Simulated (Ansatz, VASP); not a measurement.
Two plane-wave programs on SrO

The input POSCAR:

```
SrO
1.0
    3.5632380138      0.0000000000      0.0000000000
   -1.7816190069      3.0858546397      0.0000000000
    0.0000000000      0.0000000000      6.2551048216
Sr O
2 2
Direct
    0.0000000000      0.0000000000      0.0000000000
    0.0000000000      0.0000000000      0.5000000000
    0.3333333333      0.6666666667      0.2500000000
    0.6666666667      0.3333333333      0.7500000000
```

The input INCAR.step1:

```
SYSTEM = SrO
ALGO = Normal
EDIFF = 1E-4
ENCUT = 520
GGA = PE
ISMEAR = 0
LASPH = .TRUE.
LCHARG = .FALSE.
LREAL = .FALSE.
LWAVE = .TRUE.
NBANDS = 24
NELM = 100
PREC = Accurate
SIGMA = 0.01
```

File INCAR.step2:

```
SYSTEM = SrO
ALGO = Normal
EDIFF = 1E-6
ENCUT = 520
ISIF = 2
ISMEAR = 0
ISTART = 1
LASPH = .TRUE.
LCHARG = .FALSE.
LMIXTAU = .TRUE.
LREAL = .FALSE.
LWAVE = .FALSE.
METAGGA = R2SCAN
NBANDS = 24
NELM = 100
PREC = Accurate
SIGMA = 0.01
```

Contents of KPOINTS:

```
k-points
0
G
  9 9 4
  0 0 0
```

Input for Ansatz:

```yaml
crystal:
  lattice:
    - [3.5632380138, 0.0, 0.0]
    - [-1.7816190069, 3.0858546397, 0.0]
    - [0.0, 0.0, 6.2551048216]
  atoms:
    - { symbol: Sr, position: [0.0, 0.0, 0.0] }
    - { symbol: Sr, position: [0.0, 0.0, 0.5] }
    - { symbol: O, position: [0.3333333333, 0.6666666667, 0.25] }
    - { symbol: O, position: [0.6666666667, 0.3333333333, 0.75] }
kpoints:
  mp_grid: { grid: [9, 9, 4] }
hamiltonian:
  xc: r2scan
scf:
  occupations: { method: fixed }
  n_extra_bands: 5
output:
  forces: true
  stress: true
  eigenvalues: true
```

Alike in both runs: task single point; functional r2SCAN; k mesh 9 × 9 × 4; no spin polarisation.

|  | VASP | Ansatz |
| --- | --- | --- |
| version | VASP 6.6.1 | Ansatz 0.2.0 |
| potentials or method | VASP PAW PBE potentials, release 64 (Sr_sv, O) | plane waves, PAW |
| plane-wave cutoff (eV) | 520 | 500 |
| occupations | gaussian, width 0.01 eV | fixed |
| valence electrons in the cell | 32 | 32 |

|  | VASP | Ansatz | Ansatz less VASP |
| --- | --- | --- | --- |
| gap on the k mesh at the Fermi level (eV) | 3.94 | 3.98 | +0.040 |
| pressure (GPa) | 0.6 | 0.0 | -0.57 |
| largest component of the traceless stress (GPa) | 0.10 | 0.00 | -0.095 |

Caveats: the PAW data sets were made with another functional, which shifts forces and pressure a little (VASP); an odd mesh through Γ misses points on the zone boundary, where band edges often lie.
